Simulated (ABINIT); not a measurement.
The system is SnSe.

```xyz
2
Lattice="0.0000 3.0100 3.0100 3.0100 0.0000 3.0100 3.0100 3.0100 0.0000" Properties=species:S:1:pos:R:3 pbc="T T T"
Sn    0.0000    0.0000    0.0000
Se    3.0100    3.0100    3.0100
```

Measurements of this composition are mostly on another form, of space group No. 62.

Program: ABINIT 10.8.3 (patched build). Alike in all runs: potentials or basis JTH PAW PBE v2.0; cell as given; cutoff (eV) 599; smearing fermi-dirac 0.05 eV. Hardware: 1 thread of Arm Neoverse V2 (shared host).

**Question.** Order these runs on this cell by their wall time, lowest first.
A. task single point; level PBEsol; spin off; k mesh 3 × 3 × 3; mesh quality coarse
B. task band structure; level PBEsol; spin SOC, no magnetisation; k mesh 8 × 8 × 8; mesh quality not flagged
C. task band structure; level revPBE; spin off; k mesh 8 × 8 × 8; mesh quality not flagged

**Answer.** A (8.5 s), C (61 s), B (290 s).

Caveats: some runs use coarse meshes.
